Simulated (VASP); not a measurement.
# GaAs (F-43m) in VASP: notebook, part 2 of 2

VASP 6.6.1.

## Step 3: G0W0 quasiparticle levels, PBE

Contents of POSCAR:

```
GaAs
1.0
    0.0000000000      2.8268500000      2.8268500000
    2.8268500000      0.0000000000      2.8268500000
    2.8268500000      2.8268500000      0.0000000000
As Ga
1 1
Direct
    0.7500000000      0.7500000000      0.7500000000
    0.0000000000      0.0000000000      0.0000000000
```

Contents of INCAR.step1:

```
PREC = Accurate ; ENCUT = 450
EDIFF = 1E-8 ; ISMEAR = 0
SIGMA = 0.01 ; LREAL = F
LASPH = T ; NELM = 60
ALGO = Normal ; LWAVE = T
LCHARG = F ; GGA = PE
```

Contents of INCAR.step2:

```
PREC = Accurate ; ENCUT = 450
EDIFF = 1E-8 ; ISMEAR = 0
SIGMA = 0.01 ; LREAL = F
LASPH = T ; NELM = 1
ALGO = Exact ; LWAVE = T
LCHARG = F ; GGA = PE
NBANDS = 63 ; LOPTICS = T
ISTART = 1
```

Contents of INCAR.step3:

```
PREC = Accurate ; ENCUT = 450
EDIFF = 1E-8 ; ISMEAR = 0
SIGMA = 0.01 ; LREAL = F
LASPH = T ; ALGO = EVGW0
LWAVE = F ; LCHARG = F
GGA = PE ; NELMGW = 1
NBANDS = 63 ; ENCUTGW = 150
NOMEGA = 48 ; PRECFOCK = Fast
ISTART = 1 ; NBANDSGW = 17
```

Contents of KPOINTS:

```
regular mesh
0
Gamma
  2 2 2
```

Potentials or basis: VASP PAW PBE potentials, release 64 (As_GW, Ga_d_GW).

The run is started by

```bash
$ cat potpaw_PBE.64/As_GW/POTCAR potpaw_PBE.64/Ga_d_GW/POTCAR > POTCAR
$ cp INCAR.step1 INCAR
$ mpirun -np 1 vasp_std > vasp.out
$ cp INCAR.step2 INCAR
$ mpirun -np 1 vasp_std > vasp.out
$ cp INCAR.step3 INCAR
$ mpirun -np 1 vasp_std > vasp.out
```

OUTCAR:

```text
PREC = Accurate
   ENCUT = 450
   EDIFF = 1E-8
   ISMEAR = 0
   LREAL = F
   LASPH = T
   GGA = PE
   NELMGW = 1
   ENCUTGW = 150
   PRECFOCK = Fast
   ISTART = 1

 Found      3 irreducible k-points:

 Following reciprocal coordinates:
            Coordinates               Weight
  0.000000  0.000000  0.000000      1.000000
  0.500000  0.000000  0.000000      4.000000
  0.500000  0.500000  0.000000      3.000000
   k-points           NKPTS =      3   k-points in BZ     NKDIM =      8   number of bands    NBANDS=     63
   number of dos      NEDOS =    301   number of ions     NIONS =      2
   total plane-waves  NPLWV =  21952
   dimension x,y,z NGX =    28 NGY =   28 NGZ =   28
   dimension x,y,z NGXF=    56 NGYF=   56 NGZF=   56
   ions per type =               1   1
   NGX,Y,Z   is equivalent  to a cutoff of  11.64, 11.64, 11.64 a.u.
   NGXF,Y,Z  is equivalent  to a cutoff of  23.29, 23.29, 23.29 a.u.
 SYSTEM =  unknown system
   PREC   = accura    normal or accurate (medium, high low for compatibility)
   ISTART =      1    job   : 0-new  1-cont  2-samecut
   ICHARG =      0    charge: 1-file 2-atom 10-const
   ISPIN  =      1    spin polarized calculation?
   LNONCOLLINEAR =      F non collinear calculations
   LSORBIT =      F    spin-orbit coupling
   LASPH  =      T    aspherical Exc in radial PAW
   ENCUT  =  450.0 eV  33.07 Ry    5.75 a.u.   6.91  6.91  6.91*2*pi/ulx,y,z
   NELM   =     60;   NELMIN=  2; NELMDL=  0     # of ELM steps
   EDIFF  = 0.1E-07   stopping-criterion for ELM
   LREAL  =      F    real-space projection
   EDIFFG = 0.1E-06   stopping-criterion for IOM
   NSW    =      0    number of steps for IOM
   IBRION =     -1    ionic relax: 0-MD 1-quasi-New 2-CG
   NFREE  =      0    steps in history (QN), initial steepest desc. (CG)
   ISIF   =      0    stress and relaxation
   ISYM   =      3    0-nonsym 1-usesym 2-fastsym
   POTIM  = 0.5000    time-step for ionic-motion
   TEBEG  =    0.0;   TEEND  =   0.0 temperature during run
   PSTRESS=    0.0 pullay stress
   NELECT =      18.0000    total number of electrons
   NUPDOWN=      -1.0000    fix difference up-down
   EMIN   =  10.00;   EMAX   =-10.00  energy-range for DOS
   EFERMI =   0.00;   METHOD = LEGACY
   ISMEAR =     0;   SIGMA  =   0.01  broadening in eV -4-tet -1-fermi 0-gaus
   EFERMI_NEDOS =   21; number of points for ismear=-14 and -15
   IALGO  =     38    algorithm
   IMIX   =      4    mixing-type and parameters
     AMIX     =   0.40;   BMIX     =  1.00
     AMIX_MAG =   1.60;   BMIX_MAG =  1.00
  volume/ion in A,a.u.               =      22.59       152.44
  Fermi-wavevector in a.u.,A,eV,Ry     =   1.204628  2.276417 19.743799  1.451128
  Thomas-Fermi vector in A             =   2.340347
   LORBIT       =      0    0 simple, 1 ext, 2 COOP (PROOUT), +10 PAW based schemes
   GGA     = PE    functional components
   LHFCALC =     T    Hartree Fock is set to
   PRECFOCK=fast      Normal, Fast or Accurate (Low or Medium for compatibility)
   ENCUT4O =  -1.0   cutoff for four orbital integrals eV
   NKREDX  =     1    reduce k-point grid by
   NKREDY  =     1    reduce k-point grid by
   NKREDZ  =     1    reduce k-point grid by
   AEXX    =    1.0000 exact exchange contribution
   HFSCREEN=    0.0000 screening length (either q_TF or 0.3 A-1)
   HFSCREENC=   0.0000 screening length for correlation (either q_TF or 0.3 A-1)
   ENCUTFOCK=  -1.0 apply spherical cutoff to Coloumb kernel
   IVDW    =     0    specifies the selected vdW correction
   LEPSILON=     F    determine dielectric tensor
   LRPA    =     F    only Hartree local field effects (RPA)
   LRPAFORCE           =     F    calculate RPA forces
   ENCUTGW             = 150.0    cutoff for response function in eV
   ENCUTGWSOFT         = 120.0    soft cutoff for Coulomb kernel in GW response function in eV
   ENCUTLF             =  -1.0    cutoff for local field effects
   NELMGW              =     1    number of iterations in solving QP/BSE equation
   NELMHF              =     1    number of iterations in the inner HF iteration
   NKREDLFX            =     1    NKREDLFY  =   1   NKREDLFZ  =   1
 non-spin polarized calculation
 Gauss-broadening in eV      SIGMA  =   0.01
  energy-cutoff  :      450.00
  volume of cell :       45.18
 maximum number of plane-waves:       982
 NGX is ok and might be reduce to    28
  NGX = 16; NGY = 16; NGZ = 16
   NGX = 13   NGY = 13   NGZ = 13
 maximum number of plane-waves:       190

 QP shifts <psi_nk| G(iteration)W_0 |psi_nk>: iteration 1
 for sc-GW calculations column KS-energies equals QP-energies in previous step
 and V_xc(KS)=  KS-energies - (<T + V_ion + V_H > + <T+V_H+V_ion>^1  + <V_x>^1)

 k-point   1 :       0.0000    0.0000    0.0000
  band No.  KS-energies  QP-energies   sigma(KS)   V_xc(KS)     V^pw_x(r,r')   Z            occupation Imag(sigma)

      1     -10.9820     -13.1973     -24.8863     -21.7215     -35.1186       0.7000       2.0000       0.3716
      2     -10.9820     -13.1973     -24.8863     -21.7215     -35.1186       0.7000       2.0000       0.3716
      3     -10.9820     -13.1973     -24.8863     -21.7215     -35.1186       0.7000       2.0000       0.3716
      4     -10.9129     -13.1361     -24.9831     -21.8072     -35.1701       0.7000       2.0000       0.3445
      5     -10.9129     -13.1361     -24.9831     -21.8072     -35.1701       0.7000       2.0000       0.3445
      6      -8.5469      -8.8306     -11.5278     -11.1117     -17.9486       0.6818       2.0000       1.0333
[... 9 lines left out ...]
     16      14.0997      14.2838      -9.5652      -9.7985      -4.4359       0.7889       0.0000      -0.2704
     17      15.5672      15.3036      -7.7647      -7.4370      -2.0191       0.8043       0.0000      -0.5435

 k-point   2 :       0.5000    0.0000    0.0000
  band No.  KS-energies  QP-energies   sigma(KS)   V_xc(KS)     V^pw_x(r,r')   Z            occupation Imag(sigma)

      1     -11.0466     -13.2149     -24.5161     -21.4307     -34.6816       0.7028       2.0000       0.4118
      2     -10.9642     -13.1852     -24.9155     -21.7506     -35.1447       0.7018       2.0000       0.3685
      3     -10.9642     -13.1852     -24.9155     -21.7506     -35.1447       0.7018       2.0000       0.3685
      4     -10.9083     -13.1462     -24.9998     -21.8224     -35.1946       0.7043       2.0000       0.3444
      5     -10.9083     -13.1462     -24.9998     -21.8224     -35.1946       0.7043       2.0000       0.3444
      6      -6.7407      -7.1625     -12.6429     -12.0582     -18.4541       0.7214       2.0000       0.7777
[... 9 lines left out ...]
     16      15.9081      16.1256      -9.2404      -9.5150      -3.5721       0.7922       0.0000      -0.4702
     17      16.5532      16.9579      -9.6636     -10.1799      -3.6861       0.7838       0.0000      -0.5073

 k-point   3 :       0.5000    0.5000    0.0000
  band No.  KS-energies  QP-energies   sigma(KS)   V_xc(KS)     V^pw_x(r,r')   Z            occupation Imag(sigma)

      1     -11.0768     -13.2274     -24.4706     -21.3990     -34.6407       0.7001       2.0000       0.4141
      2     -10.9374     -13.1515     -24.8964     -21.7339     -35.0658       0.7001       2.0000       0.3482
      3     -10.9347     -13.1725     -25.0021     -21.8223     -35.2441       0.7038       2.0000       0.3631
      4     -10.9347     -13.1725     -25.0021     -21.8223     -35.2441       0.7038       2.0000       0.3631
      5     -10.9004     -13.1394     -25.0084     -21.8332     -35.2004       0.7051       2.0000       0.3419
      6      -5.9523      -6.3897     -12.8873     -12.3014     -18.3981       0.7464       2.0000       0.7579
[... 9 lines left out ...]
     16      17.4189      17.5830      -9.2991      -9.5067      -3.5830       0.7904       0.0000      -0.4220
     17      17.4433      17.5375      -9.7304      -9.8463      -4.2571       0.8121       0.0000      -0.4324
```

Run time: 34 s. Hardware: 1 thread of AMD EPYC 7R43 (Zen 3), shared host; peak memory 0.21 GiB.

These settings aren't checked as converged: the numbers below hold their error.

Results:

```yaml
Band_gap_on_the_k_mesh_mean-field_level: 0.44 eV, direct
Quasiparticle_gap: 1.44 eV
Least_direct_quasiparticle_gap: 1.48 eV
```

Caveat: the k mesh is coarse (spacing up to 0.96 Å⁻¹), so the values aren't converged; bands, screening cutoff and mesh are small and nothing is extrapolated, so the quasiparticle values aren't converged.
